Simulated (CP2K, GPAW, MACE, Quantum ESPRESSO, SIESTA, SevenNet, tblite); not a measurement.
**A faulty Quantum ESPRESSO run on generalised stacking fault on (111) (glide set) of a GaP-AlP solid solution (72 atoms)**

Program: Quantum ESPRESSO 7.5, a calculation on a cell of 18 Al, 36 P and 18 Ga, 20.5 Å³ an atom.

The input, pw.in:

```
&control
  calculation = 'scf'
  pseudo_dir = './pseudo'
  outdir = './tmp'
  disk_io = 'none'
  tprnfor = .true.
  tstress = .true.
/
&system
  ibrav = 0
  nat = 72
  ntyp = 3
  ecutwfc = 8
  ecutrho = 32
  nosym = .true.
  occupations = 'smearing'
  smearing = 'fd'
  degauss = 0.003675
/
&electrons
  conv_thr = 3.6e-07
  electron_maxstep = 50
  mixing_beta = 0.2
  mixing_mode = 'local-TF'
  diagonalization = 'david'
/
ATOMIC_SPECIES
Al 26.982 Al.upf
P 30.974 P.upf
Ga 69.723 Ga.upf
CELL_PARAMETERS angstrom
6.68331 0.00000 0.00000
0.00000 11.57583 0.00000
1.67083 0.00000 19.10326
ATOMIC_POSITIONS crystal
Al 0.49891 0.17079 0.01787
P 0.46614 0.17496 0.13942
Ga 0.78245 0.16317 0.18023
P 0.76524 0.16727 0.30670
Ga 0.99774 0.00591 0.01951
P 0.96458 0.99700 0.14756
Al 0.29602 0.99222 0.18318
P 0.25707 0.99516 0.30673
Ga 0.57560 0.00244 0.35220
P 0.54828 0.99635 0.47474
[... 58 atom lines left out ...]
Ga 0.94336 0.50487 0.85029
P 0.92523 0.49588 0.96576
Al 0.96479 0.83510 0.84393
P 0.93354 0.83973 0.96713
K_POINTS gamma
```

Started as:

```sh
$ OMP_NUM_THREADS=1 mpirun -np 4 pw.x -in pw.in > output.txt
```

What it wrote:

```text
Program PWSCF
     gamma-point specific algorithms are used
     one sub-group per band group will be used
     scalapack distributed-memory algorithm (size of sub-group:  2*  2 procs)
     Parallelization info
     sticks:   dense  smooth     PW     G-vecs:    dense   smooth      PW
     Min         174     174     41                 7602     7602     945
     Max         176     176     44                 7613     7613     958
     Sum         701     701    173                30429    30429    3811
     bravais-lattice index     =            0
     lattice parameter (alat)  =      12.6296  a.u.
     unit-cell volume          =    9973.5056 (a.u.)^3
     number of atoms/cell      =           72
     number of atomic types    =            3
     number of electrons       =       468.00
     number of Kohn-Sham states=          281
     kinetic-energy cutoff     =       8.0000  Ry
     charge density cutoff     =      32.0000  Ry
     scf convergence threshold =      3.6E-07
     mixing beta               =       0.2000
     number of iterations used =            8  local-TF  mixing
     Exchange-correlation= SLA  PW   PBX  PBC
                           (   1   4   3   4   0   0   0)
     crystal axes: (cart. coord. in units of alat)
               a(1) = (   1.000000   0.000000   0.000000 )
               a(2) = (   0.000000   1.732050   0.000000 )
               a(3) = (   0.250000   0.000000   2.858353 )
     reciprocal axes: (cart. coord. in units 2 pi/alat)
               b(1) = (  1.000000  0.000000 -0.087463 )
               b(2) = (  0.000000  0.577350  0.000000 )
               b(3) = (  0.000000  0.000000  0.349852 )
     PseudoPot. # 1 for Al:
     Pseudo is Projector augmented-wave + core cor, Zval =  3.0
     PseudoPot. # 2 for P :
     Pseudo is Ultrasoft + core correction, Zval =  5.0
     PseudoPot. # 3 for Ga:
     Pseudo is Projector augmented-wave + core cor, Zval = 13.0
     atomic species   valence    mass     pseudopotential
     Al                3.00    26.98200     Al( 1.00)
     P                 5.00    30.97400     P ( 1.00)
     Ga               13.00    69.72300     Ga( 1.00)
     No symmetry found
   Cartesian axes
     number of k points=     1  Fermi-Dirac smearing, width (Ry)=  0.0037
                       cart. coord. in units 2pi/alat
        k(    1) = (   0.0000000   0.0000000   0.0000000), wk =   2.0000000
     Dense  grid:    15215 G-vectors     FFT dimensions: (  24,  40,  72)
     Check: negative core charge=   -0.001850
     Initial potential from superposition of free atoms
     starting charge     467.8998, renormalised to     468.0000
     negative rho (up, down):  2.802E+00 0.000E+00
     Starting wfcs are  378 randomized atomic wfcs
     Self-consistent Calculation
     iteration #  1     ecut=     8.00 Ry     beta= 0.20
     negative rho (up, down):  2.338E+00 0.000E+00
     total energy              =   -6166.07776037 Ry
     estimated scf accuracy    <      45.60908166 Ry
     iteration #  2     ecut=     8.00 Ry     beta= 0.20
     negative rho (up, down):  8.999E-01 0.000E+00
     total energy              =   -6142.29700034 Ry
     estimated scf accuracy    <      33.81767864 Ry
     iteration #  3     ecut=     8.00 Ry     beta= 0.20
[...]
total energy              =   -6147.49440711 Ry
     estimated scf accuracy    <       1.67540921 Ry
[...]
iteration # 49     ecut=     8.00 Ry     beta= 0.20
     negative rho (up, down):  3.989E+00 0.000E+00
     total energy              =   -6147.79515427 Ry
     estimated scf accuracy    <       0.08397475 Ry
     iteration # 50     ecut=     8.00 Ry     beta= 0.20
     negative rho (up, down):  4.026E+00 0.000E+00
     total energy              =   -6147.84890213 Ry
     estimated scf accuracy    <       0.07970984 Ry
     End of self-consistent calculation
     convergence NOT achieved after  50 iterations: stopping
     Message from routine punch:
     Nothing written, as per user request (disk_io='none')
```

Wall time 93 s (4 MPI ranks of Arm Neoverse V2, shared host); peak memory 0.37 GiB.

Banners, paths, timers and routine set-up lines are dropped from the logs unmarked, and long logs keep their key lines alone; longer cuts are marked.

Why should this run not be trusted?

A cutoff far too low: cutoff 8 Ry. The sound run has cutoff 60 Ry.

The run ended unconverged.

[Also dropped from logs without a mark: logging warnings of Python, and SIESTA's first energy breakdown and zero terms.]

[Logs are printed without paths, hosts, clocks, repeated set-up lines and the standing remarks that a program may print on its own settings, such as how far it seeks lower states.]

[Hosts, paths, dates, database ids (printed as entryN), source tags and the programs' standing remarks are cut or masked in the printed files.]
